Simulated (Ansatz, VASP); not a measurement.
Given: the input of a run of VASP 6.6.1 on W.

Contents of INCAR:

```
ALGO = Normal
EDIFF = 1E-7
ENCUT = 520
GGA = RE
ISIF = 2
ISMEAR = -1
IVDW = 12
LASPH = T
LCHARG = T
LELF = T
LREAL = F
LVHAR = T
LWAVE = F
NBANDS = 13
NELM = 100
PREC = Accurate
SIGMA = 0.05
```

Contents of KPOINTS:

```
k-points
0
Gamma
  12 12 12
```

The input POSCAR:

```
W
1.0
   -1.6031677168      1.6031677168      1.6031677168
    1.6031677168     -1.6031677168      1.6031677168
    1.6031677168      1.6031677168     -1.6031677168
W
1
Direct
    0.0000000000      0.0000000000      0.0000000000
```

Potentials or basis: VASP PAW PBE potentials, release 64 (W_sv).

Launch:

```sh
$ cat potpaw_PBE.64/W_sv/POTCAR > POTCAR
$ mpirun -np 1 vasp_std > vasp.out
```

Question: Set up the same calculation for Ansatz 0.2.0. Potentials there: Ansatz PAW.

Answer: As run (the cutoff follows the program's own potentials):

The input input.yaml:

```yaml
crystal:
  lattice:
    - [-1.6031677168, 1.6031677168, 1.6031677168]
    - [1.6031677168, -1.6031677168, 1.6031677168]
    - [1.6031677168, 1.6031677168, -1.6031677168]
  atoms:
    - { symbol: W, position: [0.0, 0.0, 0.0] }
hamiltonian:
  xc: revpbe
  pseudopotentials: { kind: paw }
  dispersion: d3bj
kpoints:
  mp_grid: { grid: [12, 12, 12] }
scf:
  occupations: { method: fermi_dirac, width: 0.05 }
output:
  forces: true
  stress: true
  eigenvalues: true
```

Potentials or basis: Ansatz PAW.

Run with:

```console
$ ansatz run input.yaml --threads 2 --pin off --max-ram 5120MiB --backend cpu --events-out ev --progress --plain --runs-dir out
```

Both were run:

|  | VASP | Ansatz | Ansatz less VASP |
| --- | --- | --- | --- |
| gap on the k mesh at the Fermi level (eV) | none | none | - |
| pressure (GPa) | -15.0 | -15.4 | -0.42 |
| dispersion energy (meV/atom) | -1200.8 | -1201.1 | -0.24 |

A gap of «none» marks a metal or a gap that the smearing closes.

Caveats: pairwise dispersion overbinds metals, which lowers pressure and volume; the PAW data sets were made with another functional, which shifts forces and pressure a little (VASP); the PAW data sets come from PBE, with cores solved anew for the run's functional, which leaves a small shift of forces and pressure (Ansatz). The runs have no spin-orbit coupling, so splittings on W are missing.
